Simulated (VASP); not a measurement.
Input of a VASP 6.6.1 run:

INCAR

```
SYSTEM = ZnS
PREC = Accurate
ENCUT = 520
EDIFF = 1E-7
ISMEAR = 0
SIGMA = 0.03
LREAL = .False.
LASPH = .True.
NELM = 80
ALGO = Normal
ISIF = 2
LWAVE = .False.
LCHARG = .False.
GGA = PE
```

The input KPOINTS:

```
Automatic mesh
0
Gamma
  10 10 10
  0 0 0
```

The input POSCAR:

```
ZnS                                     
1.0
    0.0000000000      2.6803314387      2.6803314387
    2.6803314387      0.0000000000      2.6803314387
    2.6803314387      2.6803314387      0.0000000000
  Zn              S             
     1     1
Direct
     0.2500000000000000    0.2500000000000000    0.2500000000000000
     0.0000000000000000    0.0000000000000000    0.0000000000000000
```

Contents of KPOINTS_OPT:

```
explicit points
252
Reciprocal
 0.0000000000  0.0000000000  0.0000000000 1
 0.0357142857  0.0000000000  0.0357142857 1
 0.0714285714  0.0000000000  0.0714285714 1
 0.1071428571  0.0000000000  0.1071428571 1
 0.1428571429  0.0000000000  0.1428571429 1
 0.1785714286  0.0000000000  0.1785714286 1
[... 244 lines left out ...]
 0.5106428600  0.0212857300  0.5106428600 1
 0.4893571400 -0.0212857300  0.4893571400 1
```

Potentials or basis: VASP PAW PBE potentials, release 64 (Zn, S).

Command:

```sh
$ cat potpaw_PBE.64/Zn/POTCAR potpaw_PBE.64/S/POTCAR > POTCAR
$ mpirun -np 1 vasp_std > vasp.out
```

(1) Estimate the band gap along the path.

(2) Estimate the pressure.

(3) Estimate the band gap on the k mesh.

## Answers

(1) 2.22 eV, direct.

(2) 3.7 GPa.

(3) 2.22 eV, direct.

**Experimental background.**

“Electronic, vibrational, and thermodynamic properties of ZnS (zincblende and rocksalt structure)”, 2009, arxiv:0911.5022 quotes, for a bulk crystal of ZnS at 19 K: band gap 3.85 eV (direct).

Against the measured gap of ZnS, 3.85 eV (direct; 19 K; quoted in “Electronic, vibrational, and thermodynamic properties of ZnS (zincblende and rocksalt structure)”, 2009, arxiv:0911.5022), the calculated 2.22 eV is off by -1.63 eV. The value is that of PBE, without temperature or zero-point motion. Semilocal functionals fall short of measured gaps as a rule.
